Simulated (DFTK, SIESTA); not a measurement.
Given: the input of a run of SIESTA 5.4.2 on TiO2 (Anatase). 

The input TiO2.fdf:

```
SystemName                      Anatase
SystemLabel                     TiO2
NumberOfSpecies                 2
NumberOfAtoms                   6
%block ChemicalSpeciesLabel
  1  22 Ti
  2   8 O
%endblock ChemicalSpeciesLabel

LatticeConstant                 1.0 Ang
%block LatticeVectors
    -1.8921000000     1.8921000000     4.7573000000
     1.8921000000    -1.8921000000     4.7573000000
     1.8921000000     1.8921000000    -4.7573000000
%endblock LatticeVectors
AtomicCoordinatesFormat         Fractional
%block AtomicCoordinatesAndAtomicSpecies
     0.7500000000     0.2500000000     0.5000000000  1  Ti
     0.0000000000     0.0000000000     0.0000000000  1  Ti
     0.7919000000     0.7919000000     0.0000000000  2  O
     0.5419000000     0.0419000000     0.5000000000  2  O
     0.9581000000     0.4581000000     0.5000000000  2  O
     0.2081000000     0.2081000000     0.0000000000  2  O
%endblock AtomicCoordinatesAndAtomicSpecies

%block kgrid.MonkhorstPack
   10   0   0  0.0
    0  10   0  0.0
    0   0  10  0.0
%endblock kgrid.MonkhorstPack
XC.Functional                   GGA
XC.Authors                      PBEsol
PAO.BasisSize                   DZP
PAO.EnergyShift                 0.003 Ry
Mesh.Cutoff                     800 Ry
OccupationFunction              FD
ElectronicTemperature           0.05 eV
MaxSCFIterations                120
SCF.MustConverge                false
SCF.Mixer.Method                Pulay
SCF.Mixer.Weight                0.25
SCF.Mixer.History               8
SCF.DM.Tolerance                5.0e-05
SCF.H.Tolerance                 1.0e-03 eV
WriteForces                     true
Charge.Mulliken                 end
Charge.Hirshfeld                end
Charge.Voronoi                  end
SaveRho                         true
SaveElectrostaticPotential      true
%block PAO.Basis
  Ti 5
  n=3 0 2
    3.151 0.000
  n=4 0 2
    8.703 0.000
  n=3 1 2
    3.568 0.000
  n=4 1 1
    8.703
  n=3 2 2
    6.267 0.000
%endblock PAO.Basis
```

Potentials or basis: PseudoDojo 0.4 standard (PBEsol files), converted to PSML, two zetas on semicore shells, DZP (energy shift 0.003 Ry; two zetas on semicore shells).

The run is started by

```console
$ siesta TiO2.fdf > TiO2.out 2>&1
```

Problem. Translate it to DFTK 0.8.2. Potentials or basis there: PseudoDojo SR PBEsol 0.4.1 standard (PBEsol), cutoff 1143 eV.

Solution. As run (cutoffs and basis follow the program's own potentials, and thresholds, step limits or extra output files can differ):

The input run.jl:

```julia
using DFTK
using PseudoPotentialData
using Unitful, UnitfulAtomic
using LinearAlgebra, Printf
include("save.jl")
disable_threading()

# lattice vectors are the columns
lattice = austrip(1u"Å") * [       -1.8921         1.8921         1.8921;
                   1.8921        -1.8921         1.8921;
                   4.7573         4.7573        -4.7573]
symbols   = [:Ti, :Ti, :O, :O, :O, :O]
positions = [[0.75, 0.25, 0.5],
             [0.0, 0.0, 0.0],
             [0.7919, 0.7919, 0.0],
             [0.5419, 0.0419, 0.5],
             [0.9581, 0.4581, 0.5],
             [0.2081, 0.2081, 0.0]]
pseudopotentials = PseudoFamily("dojo.nc.sr.pbesol.v0_4_1.standard.upf")
elements = Dict(s => ElementPsp(s, pseudopotentials) for s in unique(symbols))
atoms    = [elements[s] for s in symbols]

build_model(lattice, positions; symmetries=true) =
    model_DFT(lattice, atoms, positions;
              functionals=PBEsol(),
              temperature=austrip(0.05u"eV"),
              smearing=Smearing.FermiDirac(),
              symmetries)
Ecut  = 42.0  # hartree
kgrid = [10, 10, 10]
tol   = 1e-6
to_GPa = ustrip(uconvert(u"GPa", 1u"hartree/bohr^3"))

model = build_model(lattice, positions)
basis = PlaneWaveBasis(model; Ecut, kgrid)
display(basis)
scfres = self_consistent_field(basis;
                               tol,
                               nbandsalg=AdaptiveBands(model; n_bands_converge=30))
display(scfres.energies)
@printf "Fermi level: %.6f eV\n" ustrip(auconvert(u"eV", something(scfres.εF, NaN)))
forces = compute_forces_cart(scfres)
println("Forces (eV/Å)")
for (s, f) in zip(symbols, forces)
    @printf "%-3s %12.6f %12.6f %12.6f\n" s ustrip.(auconvert.(u"eV/Å", f))...
end
stress = compute_stresses_cart(scfres)
println("Stress (GPa)")
display(round.(stress * to_GPa; digits=4))
println("Levels at the first k-point (eV): ", round.(ustrip.(auconvert.(u"eV", scfres.eigenvalues[1][1:scfres.n_bands_converge])); digits=4))
save_scf!(scfres; forces, stress)
```

Potentials or basis: dojo.nc.sr.pbesol.v0_4_1.standard.upf (PBEsol).

Launch:

```bash
$ julia --threads=1 run.jl  # save.jl only writes the numbers to a file and isn't shown; printed stress counts tension as positive; times include loading and compiling
```

Both were run:

|  | SIESTA | DFTK |
| --- | --- | --- |
| Pressure | 2.9 GPa | -1.6 GPa |

The two runs disagree by more than potentials and bases usually give (in gap, levels, pressure or energy); the cause wasn't traced.

Pressure is positive in compression.
